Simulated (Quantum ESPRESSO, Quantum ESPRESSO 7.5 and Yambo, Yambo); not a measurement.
# A GW chain in Yambo: As (buckled honeycomb monolayer)

Wanted: ground state, empty states, screening and self-energy for As (buckled honeycomb monolayer).

Calculated with Quantum ESPRESSO 7.5 and Yambo 5.3.0; PBE and many-body steps on it, plane waves.

This is a report of a sequence of runs, with most program output left out.

## Step 1: The starting structure

The cell holds 2 atoms: 2 As. Its edges and angles: a = 3.611 Å, b = 3.611 Å, c = 14.000 Å, α = 90.0°, β = 90.0°, γ = 120.0°. Vacuum lies along c.

The structure was relaxed with PBE. The runs that relaxed it are not among those shown.

## Step 2: Ground state

This step: Quantum ESPRESSO 7.5; DFT, PBE with spin-orbit coupling, plane waves, norm-conserving pseudopotentials.

The ground-state density comes first.

pw.in

```
&control
  calculation = 'scf'
  prefix = 'x'
  outdir = 'o'
  pseudo_dir = 'pseudo'
/
&system
  ibrav = 0
  nat = 2
  ntyp = 1
  ecutwfc = 76.0
  nbnd = 40
  force_symmorphic = .true.
  noncolin = .true.
  lspinorb = .true.
/
&electrons
  conv_thr = 1e-10
  electron_maxstep = 80
  mixing_beta = 0.5
/
ATOMIC_SPECIES
  As 74.922 As.upf
CELL_PARAMETERS angstrom
  3.6113928119 0.0000000000 0.0000000000
  -1.8056964060 3.1275579181 0.0000000000
  0.0000000000 0.0000000000 14.0000000000
ATOMIC_POSITIONS crystal
  As 0.3333333333 0.6666666667 0.4503491445
  As 0.6666666667 0.3333333333 0.5496508555
K_POINTS automatic
  12 12 1 0 0 0
```

Launch:

```sh
> OMP_NUM_THREADS=1 mpirun -n 4 pw.x -nk 4 -in pw.in > pw.out
```

The job ended after 1.7 min (4 MPI ranks of Arm Neoverse V1, shared host; peak memory 1.2 GiB).

This step gave:

- total energy: -5771.0430 eV
- gap: 1.512 eV
- k of the valence top: 0, 0, 0
- k of the conduction bottom: 0, 0.3333, 0
- least direct gap: 1.802 eV

The gap is indirect, with the least direct gap 0.29 eV higher.

## Step 3: Bands along the symmetry lines

Levels along a band path, at the cheap level, show where the edges lie and whether the meshes to come will hold them.

pw.in

```
&control
  calculation = 'bands'
  prefix = 'x'
  outdir = 'o'
  pseudo_dir = 'pseudo'
/
&system
  ibrav = 0
  nat = 2
  ntyp = 1
  ecutwfc = 76.0
  nbnd = 42
  force_symmorphic = .true.
  noncolin = .true.
  lspinorb = .true.
/
&electrons
  conv_thr = 1e-9
  electron_maxstep = 80
  diago_full_acc = .true.
  diago_thr_init = 5e-6
/
ATOMIC_SPECIES
  As 74.922 As.upf
CELL_PARAMETERS angstrom
  3.6113928119 0.0000000000 0.0000000000
  -1.8056964060 3.1275579181 0.0000000000
  0.0000000000 0.0000000000 14.0000000000
ATOMIC_POSITIONS crystal
  As 0.3333333333 0.6666666667 0.4503491445
  As 0.6666666667 0.3333333333 0.5496508555
K_POINTS crystal
  25
  0.00000000 0.00000000 0.00000000 1
  0.06250000 0.00000000 0.00000000 1
  0.12500000 0.00000000 0.00000000 1
  0.18750000 0.00000000 0.00000000 1
  0.25000000 0.00000000 0.00000000 1
  0.31250000 0.00000000 0.00000000 1
  0.37500000 0.00000000 0.00000000 1
  0.43750000 0.00000000 0.00000000 1
  0.50000000 0.00000000 0.00000000 1
  0.47916667 0.04166667 0.00000000 1
  0.45833333 0.08333333 0.00000000 1
  0.43750000 0.12500000 0.00000000 1
  0.41666666 0.16666666 0.00000000 1
  0.39583333 0.20833333 0.00000000 1
  0.37500000 0.25000000 0.00000000 1
  0.35416666 0.29166666 0.00000000 1
  0.33333333 0.33333333 0.00000000 1
  0.29166666 0.29166666 0.00000000 1
  0.25000000 0.25000000 0.00000000 1
  0.20833333 0.20833333 0.00000000 1
  0.16666666 0.16666666 0.00000000 1
  0.12500000 0.12500000 0.00000000 1
  0.08333333 0.08333333 0.00000000 1
  0.04166667 0.04166667 0.00000000 1
  0.00000000 0.00000000 0.00000000 1
```

Elapsed: 43 s, on 4 MPI ranks; peak memory 0.73 GiB; 2.9 min of CPU time.

Numbers from this step:

```
gap                        : 1.496 eV
k of the valence top       : 0, 0, 0
k of the conduction bottom : 0.3125, 0, 0
least direct gap           : 1.802 eV
```

The gap is 1.496 eV, −0.015 eV from the run before at this level.

Electronic bands along the path, in eV, zero at the top of the highest filled band:

| point | band 27 | band 28 | band 29 | band 30 | band 31 | band 32 | band 33 | band 34 |
| --- | --- | --- | --- | --- | --- | --- | --- | --- |
| Γ | -0.20 | -0.20 | 0.00 | 0.00 | 1.80 | 1.80 | 3.25 | 3.25 |
| halfway | -1.27 | -1.27 | -0.51 | -0.51 | 1.62 | 1.62 | 4.16 | 4.16 |
| M | -2.01 | -2.01 | -1.64 | -1.64 | 1.86 | 1.86 | 3.05 | 3.05 |
| halfway | -2.55 | -2.55 | -1.66 | -1.66 | 2.56 | 2.56 | 3.53 | 3.53 |
| K | -2.12 | -2.12 | -2.05 | -2.05 | 1.91 | 1.91 | 4.41 | 4.41 |
| halfway | -2.35 | -2.35 | -0.50 | -0.50 | 2.66 | 2.66 | 3.35 | 3.35 |
| Γ | -0.20 | -0.20 | 0.00 | 0.00 | 1.80 | 1.80 | 3.25 | 3.25 |

## Step 4: Empty states on the mesh, 6×6×1 mesh, 200 bands

The sums over transitions need many empty states on a uniform mesh; this step solves for them.

pw.in

```
&control
  calculation = 'nscf'
  prefix = 'x'
  outdir = 'o'
  pseudo_dir = 'pseudo'
/
&system
  ibrav = 0
  nat = 2
  ntyp = 1
  ecutwfc = 76.0
  nbnd = 200
  force_symmorphic = .true.
  noncolin = .true.
  lspinorb = .true.
/
&electrons
  conv_thr = 1e-9
  electron_maxstep = 80
  diago_full_acc = .true.
  diago_thr_init = 5e-6
/
ATOMIC_SPECIES
  As 74.922 As.upf
CELL_PARAMETERS angstrom
  3.6113928119 0.0000000000 0.0000000000
  -1.8056964060 3.1275579181 0.0000000000
  0.0000000000 0.0000000000 14.0000000000
ATOMIC_POSITIONS crystal
  As 0.3333333333 0.6666666667 0.4503491445
  As 0.6666666667 0.3333333333 0.5496508555
K_POINTS automatic
  6 6 1 0 0 0
```

It took 2.4 min on 4 MPI ranks; peak memory 1.9 GiB; 9.6 min of CPU time.

This step gave:

```yaml
gap: 1.512 eV
k_of_the_valence_top: 0, 0, 0
k_of_the_conduction_bottom: 0, 0.3333, 0
least_direct_gap: 1.802 eV
k_points_computed: 7
lowest_point_of_the_top_converged_band_above_the_valence_top: 38.13 eV
```

On this mesh the gap is 1.512 eV.

## Step 5: Conversion and set-up

This step: Yambo 5.3.0; conversion and set-up on PBE with spin-orbit coupling, plane waves, norm-conserving pseudopotentials.

The states are converted to the many-body program's format and the q mesh is built.

Launch:

```sh
> (cd o/x.save; p2y > p2y.log; mv SAVE ../..); yambo > setup.log
```

The job ended after 2.9 s (1 MPI rank; peak memory 0.25 GiB).

## Step 6: Screening and self-energy, 6×6×1 mesh, 200 bands, screening to 129.3 eV

G0W0 replaces the xc potential by the self-energy, built once from these orbitals. Only a window of levels is corrected, while the sums run over the empty bands that the input names.

This step: G0W0 on PBE with spin-orbit coupling, plane waves, norm-conserving pseudopotentials.

gw3.in

```
HF_and_locXC
gw0
dyson
ppa
em1d
rim_cut
rim_w
RandQpts= 3000000
RandGvec= 100 RL
CUTGeo= "slab z"
RandGvecW= 9 RL
EXXRLvcs= 76 Ry
VXCRLvcs= 304 Ry
Chimod= "HARTREE"
% BndsRnXp
 1 | 200 |
%
NGsBlkXp= 9.5 Ry
% LongDrXp
 1 | 1 | 0 |
%
% GbndRnge
 1 | 200 |
%
DysSolver= "n"
ExtendOut
PPAPntXp= 27.21138 eV
% QPkrange
 1 | 1 | 27 | 34 |
 3 | 3 | 27 | 34 |
%
```

Launch:

```sh
> OMP_NUM_THREADS=1 mpirun -n 4 yambo -F gw3.in -J gw3 -C gw3 > gw3.log
```

Wall time 15 min (4 MPI ranks); peak memory 5.5 GiB.

This step gave:

```
G0W0 gap on the points computed              : 2.702 eV
starting gap on the mesh                     : 1.512 eV
k of the valence top                         : 0, 0, 0
k of the conduction bottom                   : 0, 0.3333, 0
least direct G0W0 gap on the computed points : 3.087 eV
Z at the valence top                         : 0.7378
Z at the conduction bottom                   : 0.7443
```

The gap on the mesh goes from 1.51 eV to 2.70 eV, a correction of +1.19 eV.

Limits: finite bands, cutoff and mesh; exchange with frozen shells missing. v1 is the top filled band, c1 the lowest empty one. The levels before and after the correction (eV, zero at the valence-band top of each column):

|  | conduction bottom | valence top |
| --- | --- | --- |
| Kohn-Sham | 1.51 | 0.00 |
| G0W0 | 2.70 | 0.00 |

|  | level | energy (eV) |
| --- | --- | --- |
| Kohn-Sham | Γ v3 | -0.203 |
| Kohn-Sham | Γ v2-v1 | 0.000 |
| Kohn-Sham | Γ c1-c2 | 1.802 |
| Kohn-Sham | Γ c3 | 3.253 |
| Kohn-Sham | (0 0.333 0) v3 | -1.664 |
| Kohn-Sham | (0 0.333 0) v2-v1 | -0.853 |
| Kohn-Sham | (0 0.333 0) c1-c2 | 1.512 |
| Kohn-Sham | (0 0.333 0) c3 | 3.732 |
| G0W0 | Γ v3 | -0.237 |
| G0W0 | Γ v2-v1 | 0.000 |
| G0W0 | Γ c1-c2 | 3.087 |
| G0W0 | Γ c3 | 4.527 |
| G0W0 | (0 0.333 0) v3 | -1.731 |
| G0W0 | (0 0.333 0) v2-v1 | -1.006 |
| G0W0 | (0 0.333 0) c1-c2 | 2.702 |
| G0W0 | (0 0.333 0) c3 | 5.024 |

## Step 7: Where the time went

Times are wall times on the hardware named with each run, good to a factor of about two.

| step | time | share | memory (GiB) |
| --- | --- | --- | --- |
| ground state | 1.7 min | 8 % | 1.2 |
| bands along the symmetry lines | 43 s | 4 % | 0.73 |
| empty states on the mesh | 2.4 min | 12 % | 1.9 |
| conversion and set-up | 2.9 s | 0 % | 0.25 |
| screening and self-energy | 15 min | 76 % | 5.5 |

## Step 8: Outcome

- PBE gap: 1.50 eV, indirect
- G0W0 gap on the mesh: 2.70 eV
- GW settings: 6×6×1 mesh, 200 bands, screening to 129.3 eV, Godby-Needs plasmon pole
- known limits: not at the basis limit; exchange with frozen shells missing

What this shows: G0W0 moves the gap on the mesh from 1.51 eV to 2.70 eV (+1.19 eV), with Z of 0.74 and 0.74 at the edges. Only 2 of the mesh's irreducible points were corrected, so a valley elsewhere could overtake. The dearest step here is «screening and self-energy». Bands and cutoff are finite, so the gap is not at the basis limit. The miss can reach some tenths of an eV and take either sign; the mesh is an error of its own. In the G0W0 run levels were corrected at 2 k points alone, so a gap called «on the mesh» is the least over those, and an edge elsewhere would be missed. The norm-conserving file of at least one element keeps a d shell over frozen s and p shells of the same row. Exchange with those shells is missing from the self-energy, an error of 0.3 to 0.9 eV in cases checked, whose sign depends on which edge lies on those atoms.

[Paths, hosts, dates, memory and timing lines, banners, echoed tables and standing remarks are left out of the program output.]

[Logs are printed without paths, hosts, clocks, repeated set-up lines and the standing remarks that a program may print on its own settings, such as how far it seeks lower states.]

[Runs of the session that timed out or met a known fault of the program may be left out.]

[Hosts, paths, dates, database ids (printed as entryN), source tags and the programs' standing remarks are cut or masked in the printed files.]
